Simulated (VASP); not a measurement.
**VASP 6.6.1 run: CaO**

INCAR

```
IBRION = -1
ISMEAR = -1
SIGMA = 0.02
ISPIN = 2
ISIF = 2
EDIFF = 1E-7
GGA = PE
PREC = Accurate
MAGMOM = -1 1
NELM = 120
LREAL = .FALSE.
LASPH = .TRUE.
LCHARG = .FALSE.
NBANDS = 15
ENCUT = 520
LWAVE = .FALSE.
NSW = 0
```

KPOINTS

```
KPOINTS created by Atomic Simulation Environment
0
Gamma
10 10 10
0 0 0
```

POSCAR

```
Ca O
 1.0000000000000000
     0.0000000000000000    2.3495991112999999    2.4232666742000002
     2.3495991112999999    0.0000000000000000    2.4232666742000002
     2.3495991112999999    2.3495991112999999    0.0000000000000000
 Ca  O
   1   1
Cartesian
  0.0000000000000000  0.0000000000000000  0.0000000000000000
  2.3495991112999999  2.3495991112999999  2.4232666741999997
```

The recommended PBE PAW datasets give the neutral cell 16 valence electrons.

Command

```
mpirun -np 1 vasp_std
```

OSZICAR

```
N       E                     dE             d eps       ncg     rms          rms(c)
DAV:   1     0.124396682735E+03    0.12440E+03   -0.84125E+03  6120   0.110E+03
DAV:   2    -0.883399963400E+01   -0.13323E+03   -0.12450E+03  7628   0.293E+02
DAV:   3    -0.138474371131E+02   -0.50134E+01   -0.49842E+01  7228   0.587E+01
DAV:   4    -0.139801681092E+02   -0.13273E+00   -0.13263E+00  8690   0.845E+00
DAV:   5    -0.139819687481E+02   -0.18006E-02   -0.18006E-02  7246   0.812E-01    0.109E+01
DAV:   6    -0.128006223423E+02    0.11813E+01   -0.50198E+00  6792   0.212E+01    0.376E+00
DAV:   7    -0.127643676549E+02    0.36255E-01   -0.38431E-01  6990   0.626E+00    0.179E+00
DAV:   8    -0.127549965123E+02    0.93711E-02   -0.74990E-02  8075   0.295E+00    0.597E-01
DAV:   9    -0.127610919798E+02   -0.60955E-02   -0.94690E-03  6715   0.897E-01    0.175E-01
DAV:  10    -0.127614230440E+02   -0.33106E-03   -0.46028E-04  7741   0.195E-01    0.784E-02
DAV:  11    -0.127617199258E+02   -0.29688E-03   -0.20282E-04  7263   0.121E-01    0.439E-02
DAV:  12    -0.127617977708E+02   -0.77845E-04   -0.49011E-05  7457   0.582E-02    0.633E-03
DAV:  13    -0.127617981649E+02   -0.39410E-06   -0.18326E-06  7465   0.133E-02    0.249E-03
DAV:  14    -0.127617981216E+02    0.43215E-07   -0.35808E-07  7351   0.543E-03
   1 F= -.12761798E+02 E0= -.12761798E+02  d E =-.151530E-10  mag=    -0.0000
```

It converged. Results: pressure 7.1 GPa; magnetic moment of the cell 0.00 μB.

For comparison, a separate PBE run of the intended cell, on usual settings and not on those above, gives a gap of 3.57 eV on its mesh and a pressure of 7.1 GPa.

The run above took about 63 s on one core of a shared host (Intel Xeon Platinum 8488C) and held 0.22 GiB at most.
